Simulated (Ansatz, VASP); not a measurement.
# GaN: VASP beside Ansatz, part 2 of 2

Wanted: the spread between two codes on one cell, functional and k mesh. The structure shown is the start of the Ansatz relaxation below; VASP solves that cell, so the two are compared at the walk's first step.

VASP 6.6.1 and Ansatz 0.2.0.

So far. Step 3 (VASP: single point, LDA, start cell, pair 1): The run ends at a pressure of 17.27 GPa, with forces up to 0.19 eV/Å.

## Step 7: VASP: single point, LDA, start cell, pair 2

Level of this step: LDA; plane waves and PAW (N, Ga_d) (VASP).

The same cell, functional (in two slightly different forms) and mesh now go to VASP, with its own data sets.

INCAR reads:

```
SYSTEM = GaN
PREC = Accurate
ENCUT = 520
EDIFF = 1E-06
NELM = 120
ISMEAR = 0
SIGMA = 0.01
LREAL = .FALSE.
ALGO = Normal
GGA = CA
NBANDS = 15
LORBIT = 11
LWAVE = .FALSE.
LCHARG = .FALSE.
ISIF = 2
LASPH = .TRUE.
GGA_COMPAT = .FALSE.
EFERMI = MIDGAP
KPAR = 2
```

POSCAR reads:

```
GaN
1.0
    0.0365630000      2.2196140000      2.2196140000
    2.2196140000      0.0365630000      2.2196140000
    2.2196140000      2.2196140000      0.0365630000
N Ga
1 1
Direct
    0.2492180712      0.2492180712      0.2492180712
    0.0007817613      0.0007817613      0.0007817613
```

KPOINTS reads:

```
Automatic mesh
0
Gamma
12 12 12
0 0 0
```

Potentials, in the order of the species: N and Ga_d (LDA family, release 64).

On the command line:

```console
> mpirun -np 2 vasp_std
```

Numbers of over 12 decimals in the logs are rounded to 6 here.

The program printed:

```text
[... set-up lines as in an earlier step ...]
 entering main loop
       N       E                     dE             d eps       ncg     rms          rms(c)
DAV:   1     0.803028472595E+02    0.80303E+02   -0.95725E+03  6404   0.221E+03
DAV:   2    -0.105914133601E+02   -0.90894E+02   -0.84733E+02  6496   0.338E+02
DAV:   3    -0.160092602118E+02   -0.54178E+01   -0.53971E+01  6370   0.717E+01
DAV:   4    -0.160656354158E+02   -0.56375E-01   -0.56365E-01  7035   0.767E+00
[...]
DAV:  11    -0.139091218394E+02    0.50227E-04   -0.18897E-04  8603   0.241E-01    0.461E-03
DAV:  12    -0.139091236084E+02   -0.17690E-05   -0.15348E-05  6454   0.441E-02    0.601E-03
DAV:  13    -0.139091236036E+02    0.48299E-08   -0.31858E-07  4270   0.127E-02
   1 F= -.13909124E+02 E0= -.13909124E+02  d E =0.000000E+00
```

OUTCAR, selected parts (step 7):

```text
  Total        1.2249145      1.2249145      1.2249145     -0.4349968     -0.4349968     -0.4349968
  in kB       92.0065633     92.0065633     92.0065633    -32.6737607    -32.6737607    -32.6737607
  external PRESSURE =      92.0065633 kB  Pullay stress =       0.0000000 kB

 POSITION                                       TOTAL-FORCE (eV/Angst)
 -----------------------------------------------------------------------------------
      1.11545      1.11545      1.11545        -0.081870     -0.081870     -0.081870
      0.00350      0.00350      0.00350         0.081870      0.081870      0.081870
 -----------------------------------------------------------------------------------
    total drift:                               -0.000106     -0.000106     -0.000107

  FREE ENERGIE OF THE ION-ELECTRON SYSTEM (eV)
  ---------------------------------------------------
  free  energy   TOTEN  =       -13.9091236036 eV

  energy  without entropy=      -13.9091236036  energy(sigma->0) =      -13.90912360

[... 1 part as in an earlier step ...]

[... 2 further parts left out ...]
[key lines of the parts left out:]
E-fermi :   6.9601
```

The run ends at a pressure of 9.20 GPa, with forces up to 0.14 eV/Å.

## Step 8: Side by side

Forces (eV/Å; atoms numbered as in POSCAR):

```csv
atom,"Ansatz x, y, z","VASP x, y, z"
N1,"-0.076, -0.076, -0.076","-0.082, -0.082, -0.082"
Ga2,"0.076, 0.076, 0.076","0.082, 0.082, 0.082"
```

The forces differ by 5.6 meV/Å r.m.s., which is 6.8 % of the r.m.s. force of 0.082 eV/Å (both taken over all components).

## Step 9: Other set-ups

Further runs change the set-up of one program: Ansatz's method, potentials or start, or VASP's data sets, cutoff or form of LDA. The table gives that difference for each run.

```csv
run,r.m.s. force difference (meV/Å)
as above,5.6
VASP with a cutoff of 600 eV (perhaps on Ansatz's relaxed cell),4.9
```

## Step 10: Ansatz: relaxation, LDA

The two programs are compared at the cell with which this relaxation starts, whose forces are those of its first step. The cell compared in this pair holds 21.67 Å³, against 21.33 Å³ for the pair before.

The structure compared here is the start of the Ansatz relaxation; VASP solves that cell, so the two are compared at the walk's first step.

input.yaml reads:

```yaml
crystal:
  lattice:
    - [0.0148506834, 2.2201771693, 2.2201771693]
    - [2.2201771693, 0.0148506834, 2.2201771693]
    - [2.2201771693, 2.2201771693, 0.0148506834]
  atoms:
    - { symbol: "N", position: [0.25, 0.25, 0.25] }
    - { symbol: Ga, position: [0.0, 0.0, 0.0] }
  conventional_axes: [[-1, 1, 0], [0, -1, 1], [1, 1, 1]]
kpoints:
  mp_grid: { grid: [12, 12, 12] }
hamiltonian:
  xc: lda
  pseudopotentials: { kind: paw, azcp: { folder: soft_1 }, xc_functional: pbe }
scf:
  occupations: { method: fixed }
output:
  forces: true
  stress: true
  eigenvalues: true
relax:
  adjacent_minimum: "off"
  f_tol: 0.001
  max_steps: 60
  cell: { stress_tol: 0.01, fix: [a, b, gamma] }
```

On the command line:

```console
> ansatz run input.yaml --threads 4 --pin off --max-ram 10240MiB --backend cpu --events-out ev --progress --plain --runs-dir out
```

The program printed:

```text
[...]
Crystal: 2 atoms, lattice volume = 21.668 Å³
Basis set: ecut = 420 eV, 411 PW (Γ)
Bands: 13, of which v1, the nominal top of the filled ones, is band 9 counted from 1 (8 counted from 0)
Symmetry: 6 space group operations
[...]
k-points: 189 of 1728 (time reversal used)
[...]
k-point 188: bands = [... 5 lower, -1.8984, 2.5351, 9.0771, 9.0771, 15.0758, 18.8383, 20.6846, 20.6846]
--- Relaxed structure (5 steps of the walk, 5 accepted, 2 SCFs on fresh bases) ---
[...]
cell:  # Å, volume = 21.7679 Å³
    - [0.021713, 2.227039, 2.227039]
    - [2.227039, 0.021713, 2.227039]
    - [2.227039, 2.227039, 0.021713]
  atoms:
    - { symbol: N, position: [0.249218, 0.249218, 0.249218] }
    - { symbol: Ga, position: [0.000781831, 0.000781831, 0.000781831] }
[key lines of the parts left out:]
SCF converged after 5 iterations
Free energy (F): -4082.081206 eV
Fermi energy:    10.087148 eV
P = ⅓ Tr σ = 3.2364 GPa (32.364 kbar)
```

## Step 11: VASP: single point, LDA, start cell, pair 3

The same cell, functional (in two slightly different forms) and mesh now go to VASP, with its own data sets.

INCAR is that of step 7.

POSCAR reads:

```
GaN
1.0
    0.0148510000      2.2201770000      2.2201770000
    2.2201770000      0.0148510000      2.2201770000
    2.2201770000      2.2201770000      0.0148510000
N Ga
1 1
Direct
    0.2499999439      0.2499999439      0.2499999439
    0.0000000000      0.0000000000      0.0000000000
```

KPOINTS is that of step 7.

On the command line:

```console
> mpirun -np 2 vasp_std
```

The program printed:

```text
[... set-up lines as in an earlier step ...]
 entering main loop
       N       E                     dE             d eps       ncg     rms          rms(c)
DAV:   1     0.810397460086E+02    0.81040E+02   -0.96119E+03  6296   0.218E+03
DAV:   2    -0.104495779466E+02   -0.91489E+02   -0.85895E+02  6461   0.339E+02
DAV:   3    -0.159949248587E+02   -0.55453E+01   -0.55229E+01  6419   0.721E+01
DAV:   4    -0.160538272610E+02   -0.58902E-01   -0.58892E-01  7127   0.783E+00
[...]
DAV:  11    -0.139325477645E+02    0.61117E-04   -0.21389E-04  8476   0.262E-01    0.610E-03
DAV:  12    -0.139325497674E+02   -0.20030E-05   -0.17512E-05  6475   0.468E-02    0.438E-03
DAV:  13    -0.139325497529E+02    0.14517E-07   -0.39595E-07  4326   0.146E-02
   1 F= -.13932550E+02 E0= -.13932550E+02  d E =0.000000E+00
```

From OUTCAR (step 11):

```text
  Total        0.7469861      0.7469861      0.7469861     -0.2008753     -0.2008753     -0.2008753
  in kB       55.2344259     55.2344259     55.2344259    -14.8533284    -14.8533284    -14.8533284
  external PRESSURE =      55.2344259 kB  Pullay stress =       0.0000000 kB

 POSITION                                       TOTAL-FORCE (eV/Angst)
 -----------------------------------------------------------------------------------
      1.11380      1.11380      1.11380        -0.068708     -0.068708     -0.068708
      0.00000      0.00000      0.00000         0.068708      0.068708      0.068708
 -----------------------------------------------------------------------------------
    total drift:                                0.000016      0.000016      0.000016

  FREE ENERGIE OF THE ION-ELECTRON SYSTEM (eV)
  ---------------------------------------------------
  free  energy   TOTEN  =       -13.9325497529 eV

  energy  without entropy=      -13.9325497529  energy(sigma->0) =      -13.93254975

[... 1 part as in an earlier step ...]

[... 2 further parts left out ...]
[key lines of the parts left out:]
E-fermi :   6.7119
```

The run ends at a pressure of 5.52 GPa, with forces up to 0.12 eV/Å.

## Step 12: Comparison

Forces (eV/Å; atoms numbered as in POSCAR):

```csv
atom,"Ansatz x, y, z","VASP x, y, z"
N1,"-0.066, -0.066, -0.066","-0.069, -0.069, -0.069"
Ga2,"0.066, 0.066, 0.066","0.069, 0.069, 0.069"
```

The forces differ by 2.9 meV/Å r.m.s., which is 4.2 % of the r.m.s. force of 0.069 eV/Å (both taken over all components).

## Step 13: What the set-up changes

Further runs change the set-up of one program: Ansatz's method, potentials or start, or VASP's data sets, cutoff or form of LDA. The table gives that difference for each run.

```csv
run,r.m.s. force difference (meV/Å)
as above,2.9
VASP with a cutoff of 600 eV (perhaps on Ansatz's relaxed cell),2.4
```

## Step 14: Results

```yaml
r_m_s_force_difference_single_point_lda_start_cell_pair_1: 11 meV/Å
r_m_s_force_difference_single_point_lda_start_cell_pair_2: 5.6 meV/Å
r_m_s_force_difference_single_point_lda_start_cell_pair_3: 2.9 meV/Å
```

In words: The r.m.s. force difference is 11 meV/Å (single point, LDA, start cell, pair 1), within the 12 meV/Å picked in this series as the mark of a large difference. 9 further runs of this series are not shown here. Such differences can come from data sets, numerical settings and the points named under the comparisons, not from the functional's error against experiment.

[Lines on the potential files, build, host, timing and source positions are cut from VASP's logs without a mark.]

[Logs are printed without paths, hosts, clocks, repeated set-up lines and the standing remarks that a program may print on its own settings, such as how far it seeks lower states.]

[Hosts, paths, dates, database ids (printed as entryN), source tags and the programs' standing remarks are cut or masked in the printed files.]

[Rows of further runs with another cutoff or data set may stand on the cell that Ansatz relaxed, not on the start cell of the pair above them.]
